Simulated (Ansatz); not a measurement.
## From barrier to diffusion: N in C

Theory: DFT PBE+D3(BJ), scalar-relativistic, plane waves, PAW (Ansatz). Run with 420 eV cutoff, 2×2×2 k-mesh, shifted by half a step, Gaussian smearing of 0.02 eV, collinear spin.

Host crystal, relaxed:

```
C
1.0
     2.13468   -1.23246   -0.01079
     2.13468    1.23246   -0.01079
    -1.40161    0.00000    3.38107
C
2
Direct
  0.83337 0.83337 0.00011
  0.16663 0.16663 0.99989
```

In a supercell of 32 host sites, interstitial N hops to an equivalent place, moving 1.09 Å. Climbing-image nudged elastic band at fixed cell; the order of the saddle wasn't checked, and the small cell leaves errors of about a tenth of an eV.

```tsv
image	path (Å)	E − E(0) (eV)
0	0.00	0.000
1	0.31	0.080
2	0.61	0.538
3	0.92	0.736
4	1.23	0.538
5	1.53	0.080
6	1.84	0.000
```

Question: What are the barriers forward and back, and what attempt frequency does the shape suggest?

Answer: Forward 0.74 eV, back 0.74 eV, the ends being level. For a sinusoidal profile E_b sin²(πx/l), with the N atom alone moving, ν = (1/l)√(E_b/2m) = 1.5×10¹³ s⁻¹, within an order of magnitude of the customary 10¹³ s⁻¹; a true prefactor needs the vibrations at the minimum and at the saddle.

Question: With ν = 10¹³ s⁻¹, give the forward jump rate along this one path, the wait 1/k for that jump, the diffusivity D ≈ l²k and the distance √(Dt) covered in an hour at 300, 600 and 1000 K, taking the host as solid throughout.

Answer: k = ν exp(−E_b/k_BT):
```
T (K) k (1/s) wait (s) D (cm²/s)  √(Dt) in 1 h (nm)
  300      4.3       0.23  5.0×10⁻¹⁶                 13
  600  6.5×10⁶   1.5×10⁻⁷  7.7×10⁻¹⁰            1.7×10⁴
 1000  1.9×10⁹  5.1×10⁻¹⁰   2.3×10⁻⁷            2.9×10⁵
```

D = l²k holds for six equivalent jumps in three dimensions (z l²k/6) and is a scale otherwise. Long-range transport needs a connected net of such jumps, and traps slow it. D is that of an interstitial already there. An error of 0.1 eV in the barrier changes k by a factor of 48 at 300 K and 3.2 at 1000 K.

Cost: 1 run of about 19 core-minutes, on Intel Xeon 6975P-C (Granite Rapids) (shared hosts).